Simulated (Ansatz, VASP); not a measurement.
Ag in VASP and in Ansatz

```
Ag
1.0
     0.00000    2.04275    2.04275
     2.04275    0.00000    2.04275
     2.04275    2.04275    0.00000
Ag
1
Direct
  0.00000 0.00000 0.00000
```

Alike in both runs: task single point; functional PBE; k mesh 11 × 11 × 11; occupations gaussian, width 0.02 eV; no spin polarisation.

|  | VASP | Ansatz |
| --- | --- | --- |
| version | VASP 6.6.1 | Ansatz 0.2.0 |
| potentials or method | VASP PAW PBE potentials, release 64 (Ag), cutoff 520 eV | all-electron LAPW, scalar-relativistic |

|  | VASP | Ansatz | Ansatz less VASP |
| --- | --- | --- | --- |
| gap on the k mesh at the Fermi level (eV) | none | none | - |
| pressure (GPa) | 4.1 | 4.3 | +0.16 |

A gap of «none» marks a metal or a gap that the smearing closes. Ansatz ran all-electron here, so the differences hold the error of VASP's frozen core and of both bases.
